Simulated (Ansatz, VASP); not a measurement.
## One calculation of NaCl, two programs

```
CELL_PARAMETERS angstrom
0.00000 2.59717 2.59717
2.59717 0.00000 2.59717
2.59717 2.59717 0.00000
ATOMIC_POSITIONS crystal
Na 0.00000 0.00000 0.00000
Cl 0.50000 0.50000 0.50000
```

Alike in both runs: functional PBEsol; k mesh 8 × 8 × 8; no spin polarisation.

Ansatz relaxed the structure, and its values are those at the end. VASP's run is a single point on that final structure, the one shown.

|  | VASP | Ansatz |
| --- | --- | --- |
| version | VASP 6.6.1 | Ansatz 0.2.0 |
| potentials or method | VASP PAW PBE potentials, release 64 (Na_pv, Cl) | PAW with Ansatz's default frozen-core files, scalar-relativistic |
| plane-wave cutoff (eV) | 520 | 420 |
| occupations | gaussian, width 0.01 eV | fixed |
| valence electrons in the cell | 14 | 16 |

Ansatz gave:

- pressure (GPa): 10.0

Task: What did VASP give for the same quantities?

Result: Pressure (GPa): 10.1.

The two sets of potentials don't hold the same shells in valence.

Caveats: the PAW data sets were made with another functional, which shifts forces and pressure a little (VASP).
